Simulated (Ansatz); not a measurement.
**What strain tensor (xx, yy, zz, yz, xz, xy) = (−0.35, +0.20, −2.14, −0.36, +0.25, −0.29) % does to Sb2Te3**

The parent structure is Sb2Te3 in the Bi2Te3 type structure (space group R-3m, No. 166; a = 4.287 Å, c = 30.930 Å (hexagonal axes)). Axes: x lies along a and z along c of the hexagonal cell.

It is then changed as follows: strain tensor (xx, yy, zz, yz, xz, xy) = (−0.35, +0.20, −2.14, −0.36, +0.25, −0.29) %; the atoms relax in the strained cell.

All numbers come from r2SCAN+rVV10/PAW in Ansatz (a first-principles code), no spin-orbit coupling, earlier PAW set. Settings: 9×9×9 k-points, 0.05 eV Fermi–Dirac smearing.

```tsv
quantity	base	changed	shift
space group	R-3m (No. 166)	P-1 (No. 2)	–
shortest interatomic distance	3.001 Å	2.992 Å	-0.0098 Å
energy relative to the base (free energy F)	0 meV/atom	+2.3 meV/atom	+2.3 meV/atom
pressure (mean of the normal stresses, compression positive)	0.00 GPa	0.69 GPa	+0.69 GPa
band gap	0.27 eV	0.12 eV	-0.15 eV
gap character	direct at Γ	direct at Γ	–
valence-band top at Γ (three highest levels, from the VBM)	0.00, -1.36, -1.36 eV	0.00, -1.47, -1.51 eV	–
valley order (the lowest conduction-band minima on the path, energy above the VBM, named in the base's zone)	–	Γ 0.12 eV; L (1/2, 0, 0) 0.31 eV; L (0, 1/2, 0) 0.37 eV; L (0, 0, 1/2) 0.39 eV	–
largest internal atomic displacement	–	0.060 Å	–
stress (xx, yy, zz, yz, xz, xy; compression positive)	–	(0.64, 0.52, 0.91, 0.13, -0.23, 0.25) GPa	–
```

With Sb and Te present, leaving out spin-orbit coupling can change the band edges. Stability against distortions was not tested. A zero or small gap of Sb2Te3 can be the functional's error rather than a property of the material. Labels are those of the standard path for the cell's own space group.
